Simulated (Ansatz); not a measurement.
**Pb under changes of volume**

One of the cells (30.323 Å³/atom); the others are scaled copies at fixed shape and fractional positions:

```xyz
1
Lattice="0.0000 2.4750 2.4750 2.4750 0.0000 2.4750 2.4750 2.4750 0.0000" Properties=species:S:1:pos:R:3 pbc="T T T"
Pb    0.0000    0.0000    0.0000
```

```yaml
Program: Ansatz 0.2.0
Functional: PBE
Potentials_or_basis: Ansatz PAW polarizable
Cutoff: "420 eV (not typed: the program's choice for these potentials)"
k_mesh: 9 × 9 × 9
Occupations: fermi-dirac, width 0.05 eV
Spin: no spin polarisation
```

| volume (Å³/atom) | energy over the lowest point (meV/atom) | pressure (GPa) |
| --- | --- | --- |
| 28.503 | 55.77 | 6.0 |
| 29.110 | 35.67 | 4.6 |
| 29.716 | 20.58 | 3.4 |
| 30.323 | 9.99 | 2.3 |
| 30.929 | ? | ? |
| 31.535 | 0.18 | 0.4 |
| 32.142 | 0.00 | -0.3 |

Q: What does the run at 30.929 Å³/atom give?

A: Energy over the lowest point 3.37 meV/atom; pressure 1.3 GPa.

Worked out: A Birch-Murnaghan fit of order 3 (a polynomial in V^(-2/3)) to the other rows has its minimum at 31.87 Å³/atom with B0 = V·E''(V) = 39 GPa and B' = 5.7. It gives 3.35 meV/atom at 30.929 Å³/atom, against the run's 3.37, and -dE/dV = 1.3 GPa, against 1.3.

Energies are extrapolated to zero smearing.
